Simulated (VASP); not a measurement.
Wanted: the native input for a VASP 6.6.1 run.

* Task: relaxation of shape and atoms at fixed volume
* Functional: PBEsol
* Potentials or basis: VASP PAW PBE potentials, release 64 (Be)
* Cutoff: 600 eV
* k mesh: 18 × 18 × 10
* Occupations: methfessel-paxton, width 0.1 eV
* Spin: no spin polarisation
* Further INCAR settings: ALGO = Fast; EDIFF = 1e-07; IBRION = 2; EDIFFG = -0.01; NSW = 40; ISIF = 4

The structure of Be lies in POSCAR:

```
Be                                      
1.0
    2.2542987677      0.0000000000      0.0000000000
   -1.1271493839      1.9522800006      0.0000000000
    0.0000000000      0.0000000000      3.5677176335
  Be            
     2
Direct
     0.3333333332999970    0.6666666667000030    0.2500000000000000
     0.6666666667000030    0.3333333332999970    0.7500000000000000
```

One way to write it, as run:

INCAR

```
PREC     = Accurate       # precision mode
ENCUT    = 600            # plane-wave cutoff, eV
EDIFF    = 1E-7           # SCF threshold, eV
ISMEAR   = 1              # smearing method
SIGMA    = 0.1            # smearing width, eV
LREAL    = F              # projectors in reciprocal space
LASPH    = T              # aspherical terms in the spheres
NELM     = 80             # most SCF steps
ALGO     = Fast           # electronic algorithm
ISIF     = 4              # what is computed and relaxed
LWAVE    = F              # write WAVECAR
LCHARG   = F              # write CHGCAR
GGA      = PS             # functional
IBRION   = 2              # ionic algorithm
NSW      = 40             # ionic steps
EDIFFG   = -0.01          # ionic threshold
```

KPOINTS

```
regular mesh
0
Gamma
  18 18 10
```

Potentials or basis: VASP PAW PBE potentials, release 64 (Be).

Run with:

```sh
$ cat potpaw_PBE.64/Be/POTCAR > POTCAR
$ mpirun -np 1 vasp_std > vasp.out
```

Results of the run:

| Item | Value |
| --- | --- |
| Pressure after relaxing | 0.1 GPa |
| Band gap on the k mesh | none (metal or under the smearing width) |

Caveat: the relaxation stopped at its first step, so nothing moved; the PAW data sets were made with another functional, which shifts forces and pressure a little.

It took 8.3 s on 1 thread of Intel(R) Xeon(R) 6975P-C (Granite Rapids) (shared host), peak memory 0.13 GiB.
